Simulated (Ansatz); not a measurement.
input.yaml

```yaml
crystal:
  lattice:
    - [3.2859439061, 0.0, 0.0]
    - [-1.642971953, 2.8457108981, 0.0]
    - [0.0, 0.0, 5.1104964952]
  atoms:
    - { symbol: Sc, position: [0.3333333333, 0.6666666667, 0.25] }
    - { symbol: Sc, position: [0.6666666667, 0.3333333333, 0.75] }
basis:
  ecutwfc: 420
kpoints:
  mp_grid: { grid: [15, 15, 8] }
hamiltonian:
  xc: pbe
scf:
  occupations: { method: gaussian, width: 0.1 }
output:
  forces: true
  stress: true
  eigenvalues: true
relax:
  adjacent_minimum: "off"
  f_tol: 0.01
  max_steps: 30
  cell: { stress_tol: 0.1, fix: [volume] }
```

Launched with
```bash
ansatz run input.yaml --threads 1 --pin off --max-ram 2560MiB --backend cpu --events-out ev --progress --plain --runs-dir out
```

Level of theory: DFT PBE, scalar-relativistic, plane waves, PAW in Ansatz.

Part of what the program printed, abridged:

```
Pseudopotentials: kind: paw
Pseudopotential: Sc, paw, valence charge 11, recommended cutoff 420 eV (normal)
Functional definition: PBE
Crystal: 2 atoms, lattice volume = 47.787 Å³
Basis set: ecut = 420 eV, 953 PW (Γ), exchange–correlation on 48×48×72 points (8 copies of the dense FFT grid, shifted against one another)
Bands: 15, of which v1, the nominal top of the filled ones, is band 11 counted from 1 (10 counted from 0)
Symmetry: 24 space group operations
Space group: P63/mmc (ITA 194), of the structure as read, at distance tolerance 3.6e-5 Å
k-points: 135 of 1800
Initial density: superposition of atomic densities (neutral atoms: chi_scale 0, normalization atom), corrected by the library's trained network
Initial wavefunctions: pseudopotential atomic-orbital guess
Functional: x = pbe(κ = 0.804, μ = 0.21951497), c = pbe(β = 0.06672455)
SCF iter   1: F=—  HF=-4271.620948 eV  |F-HF|=—  |Δ(HF+E_count)|=         —  Δρ=2.28e-3  dr2=2.46e-3  ethr=1.77e-3  ⟨swp⟩=3.2  Hψ=8321  notcnv=0
SCF iter   2: F=—  HF=-4271.620139 eV  |F-HF|=—  |Δ(HF+E_count)|=   8.10e-4  Δρ=1.41e-3  dr2=1.06e-3  ethr=1.12e-5  ⟨swp⟩=1.0  Hψ=3105  notcnv=0
SCF iter   3: F=—  HF=-4271.620100 eV  |F-HF|=—  |Δ(HF+E_count)|=   3.89e-5  Δρ=1.36e-4  dr2=8.00e-6  ethr=4.82e-6  ⟨swp⟩=2.0  Hψ=2403  notcnv=0
SCF iter   4: F=—  HF=-4271.620050 eV  |F-HF|=—  |Δ(HF+E_count)|=   4.95e-5  Δρ=3.15e-5  dr2=3.95e-7  ethr=3.64e-8  ⟨swp⟩=2.2  Hψ=3361  notcnv=0
SCF iter   5: F=-4271.620050 eV  HF=-4271.620050 eV  |F-HF|=4.38e-9  |Δ(HF+E_count)|=   5.12e-8  Δρ=6.01e-6  dr2=6.65e-9  ethr=1.80e-9  ⟨swp⟩=2.1  Hψ=3358  notcnv=0
SCF iter   6: F=-4271.620050 eV  HF=-4271.620050 eV  |F-HF|=1.66e-10  |Δ(HF+E_count)|=   5.18e-9  Δρ=9.30e-7  dr2=2.14e-10  ethr=3.02e-11  ⟨swp⟩=1.3  Hψ=6308  notcnv=0
SCF 1 converged in 6 iterations: F = -4271.620050 eV  dr2 = 2.14e-10
relax step   1: F+E_penalty+E_count = -4271.62005023 eV  Δ(F+E_penalty+E_count) = +0.000e0 eV  max|allowed force component| = 7.401e-17 eV/Å  Δτ_max = 0.0000 Å  P = +1.738 GPa  Ω = 47.787 Å³  fix = [volume]  reactions: volume +1.738 GPa (6 SCF iters, dr2 threshold 1.00e-7 eV, accepted)
Initial density: handed on by an earlier stage of this run
Initial wavefunctions: pseudopotential atomic-orbital guess (no wavefunctions were taken with the density)
SCF iter   1: F=—  HF=-4271.620096 eV  |F-HF|=—  |Δ(HF+E_count)|=         —  Δρ=1.01e-6  dr2=2.24e-10  ethr=1.07e-9  ⟨swp⟩=3.0  Hψ=14230  notcnv=0
SCF iter   2: F=-4271.620050 eV  HF=-4271.620050 eV  |F-HF|=6.82e-11  |Δ(HF+E_count)|=   4.60e-5  Δρ=4.98e-7  dr2=4.45e-11  ethr=1.02e-12  ⟨swp⟩=2.0  Hψ=3565  notcnv=0
SCF iter   3: F=-4271.620050 eV  HF=-4271.620050 eV  |F-HF|=9.09e-13  |Δ(HF+E_count)|=  7.19e-11  Δρ=1.09e-7  dr2=3.00e-12  ethr=1.00e-12  ⟨swp⟩=1.0  Hψ=2025  notcnv=0
SCF iter   4: F=-4271.620050 eV  HF=-4271.620050 eV  |F-HF|=1.82e-12  |Δ(HF+E_count)|=    0.00e0  Δρ=3.53e-8  dr2=1.00e-13  ethr=1.00e-12  ⟨swp⟩=1.0  Hψ=2025  notcnv=0
SCF iter   5: F=-4271.620050 eV  HF=-4271.620050 eV  |F-HF|=0.00e0  |Δ(HF+E_count)|=    0.00e0  Δρ=1.37e-8  dr2=1.81e-14  ethr=1.00e-12  ⟨swp⟩=1.0  Hψ=2025  notcnv=0
SCF iter   6: F=-4271.620050 eV  HF=-4271.620050 eV  |F-HF|=9.09e-13  |Δ(HF+E_count)|=  9.09e-13  Δρ=4.38e-9  dr2=1.74e-15  ethr=1.00e-12  ⟨swp⟩=1.0  Hψ=4590  notcnv=0
SCF 2 converged in 6 iterations: F = -4271.620050 eV  dr2 = 1.74e-15
SCF converged after 6 iterations
Free energy (F): -4271.620050 eV
Harris-Foulkes:  -4271.620050 eV  (|F-HF|=9.09e-13)
Internal energy: -4271.600294 eV  (E = F + TS)
E sigma→0 (E₀):  -4271.610172 eV
Entropy (-TS):   -0.019756 eV (-9.878 meV/atom)
Fermi energy:    9.614399 eV
--- Per-component energies (eV) ---
  E_band       = -328.401127
  E_kinetic    = 521.655981
  E_local      = -1661.248617  (includes V_loc(G=0)·N_el)
  E_nonlocal   = 166.732134
  E_hartree    = 567.379727
  E_xc         = -208.457903
  E_vxc        = -258.031626  (∫ρ·V_xc dr)
  E_paw        = -1911.094448  (= ΣΔE_a)
  E_vpaw       = -232.268474  (= ΣTr[D̂ρ^β])
  E_aug_tail   = 0.000021  (compensation charges beyond the density's cutoff)
  E_ewald      = -1746.567188
  E_smearing   = -0.019756  (= −TS)
--- Forces (eV/Å), atoms counted from 1 ---
  atom   1  Sc     0.00000000     0.00000000     0.00000000
  atom   2  Sc     0.00000000     0.00000000     0.00000000
--- Stress (GPa, compression-positive) ---
        1.771258       0.000000       0.000000
        0.000000       1.771258       0.000000
        0.000000       0.000000       1.671709
  P = ⅓ Tr σ = 1.7381 GPa (17.381 kbar)
--- Band table (eV; the first three rows and the last of 135) ---
  k-point 0: bands = ["-39.7215", "-39.6400", "-18.5762", "-18.1958", "-18.1958", "-18.1219", "-18.1219", "-18.0912", "4.4362", "7.9443", "10.3047", "11.2440", "11.2440", "11.5243", "11.7160"]
  k-point 1: bands = ["-39.7184", "-39.6431", "-18.5584", "-18.1930", "-18.1930", "-18.1247", "-18.1247", "-18.1104", "4.5453", "7.8038", "10.2488", "11.1856", "11.1856", "11.4499", "11.6462"]
  k-point 2: bands = ["-39.7096", "-39.6520", "-18.5075", "-18.1850", "-18.1850", "-18.1647", "-18.1327", "-18.1327", "4.8646", "7.3735", "10.2171", "11.1042", "11.1042", "11.2413", "11.4799"]
  k-point 134: bands = ["-39.6396", "-39.6396", "-18.4746", "-18.4746", "-18.3563", "-18.3563", "-18.1714", "-18.1714", "9.1898", "9.1898", "9.4776", "9.4776", "9.9032", "9.9032", "12.0786"]
--- Relaxed structure (1 steps of the walk, 1 accepted, 1 SCFs on fresh bases) ---
  F+E_penalty+E_count = -4271.62005023 eV   max|allowed force component| = 6.476e-17 eV/Å   (the final SCF, on the basis selected at the relaxed cell)
  cell:  # Å, volume = 47.7875 Å³
    - [3.28594390, 0.0, 0.0]
    - [-1.64297195, 2.84571089, 0.0]
    - [0.0, 0.0, 5.1104964952]
  atoms:
    - { symbol: Sc, position: [0.33333333, 0.66666666, 0.25] }
    - { symbol: Sc, position: [0.66666666, 0.33333333, 0.75] }
```

The relaxation met its thresholds.

Time: 7 s on 1 thread of Intel(R) Xeon(R) 6975P-C (Granite Rapids), with other jobs on the host, peak memory 0.41 GiB.